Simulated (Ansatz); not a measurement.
The system is MnO.

```
Mn O
1.0
     0.00000    2.22391    2.22391
     2.22391    0.00000    2.22391
     2.22391    2.22391    0.00000
Mn O
1 1
Cartesian
  0.0000 0.0000 0.0000
  2.2239 2.2239 2.2239
```

The cell is a database's computed one.

| Item | Value |
| --- | --- |
| Program | Ansatz 0.2.0 |
| Task | relaxation of cell and atoms |
| Functional | PBEsol |
| Potentials or basis | all-electron LAPW, scalar-relativistic |
| Basis error allowed | 0.001 eV/atom |
| k mesh | 10 × 10 × 10 |
| Occupations | fermi-dirac, width 0.05 eV |
| Spin | collinear spin, ferromagnetic start |
| Starting moments | [4.0, 0.0] μB |

At the start: volume 11.00 Å³/atom.

Task: Where does the relaxation end?

Result: Over 6 steps the energy falls by 21.2 meV/atom and the volume is 10.13 Å³/atom (-7.9 %); space group Fm-3m (No. 225, to 0.05 Å); moment 4.45 μB per cell.

The path:
```tsv
step	energy change (eV)	largest force (eV/Å)	volume (Å³)
1	0.0000	0.0000	22.00
2	-0.0268	0.0000	21.28
3	-0.0410	0.0000	19.94
4	-0.0425	0.0000	20.21
5	-0.0425	0.0000	20.25
6	-0.0425	0.0000	20.25
```

Final structure:
```xyz
2
Lattice="0.0000 2.1634 2.1634 2.1634 0.0000 2.1634 2.1634 2.1634 0.0000" Properties=species:S:1:pos:R:3 pbc="T T T"
Mn    0.0000    0.0000    0.0000
O     2.1634    2.1634    2.1634
```

Caveat: a cell with one magnetic atom can't hold antiferromagnetic order, which such compounds often take.
